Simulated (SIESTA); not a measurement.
HfS2, a slab with vacuum:

```xyz
6
Lattice="3.6397 0.0000 0.0000 -1.8198 3.1520 0.0000 0.0000 0.0000 23.9144" Properties=species:S:1:pos:R:3 pbc="T T T"
S     1.8198    1.0507    7.5000
Hf    0.0000    0.0000    8.9294
S     0.0000    2.1014   10.3588
S     1.8198    1.0507   13.5556
Hf    0.0000    0.0000   14.9850
S     0.0000    2.1014   16.4144
```

Base run:

- Program: SIESTA 5.4.2
- Functional: PBE
- Potentials or basis: SPMS 1.0 (PBE files) or PseudoDojo by element
- Basis: DZP (energy shift 0.003 Ry; two zetas on semicore shells)
- Grid cutoff: 800 Ry
- Energy shift: 0.003 Ry
- k mesh: 8 × 8 × 1
- Occupations: fermi-dirac, width 0.05 eV
- Spin: no spin polarisation

Its results: band gap on the k mesh 1.15 eV, indirect (least direct gap 1.87 eV); largest force 0.418 eV/Å.

Question: The run is repeated on the same cell with these changes: potentials or basis from SPMS 1.0 (PBE files) or PseudoDojo by element to SG15 1.2 (PBE files) or PseudoDojo by element; valence electrons from 48 to 76. What comes out?

Answer: Band gap on the k mesh 1.09 eV, indirect (least direct gap 1.81 eV); largest force 0.231 eV/Å.

Caveats: spin-orbit coupling is left out, which moves the levels of the heavy elements; the basis of atomic orbitals isn't converged, which shifts pressures, moduli and gaps; the valence orbitals were made in a potential fitted to the semicore shell under them, which widens gaps by tenths of an eV or more (some runs).
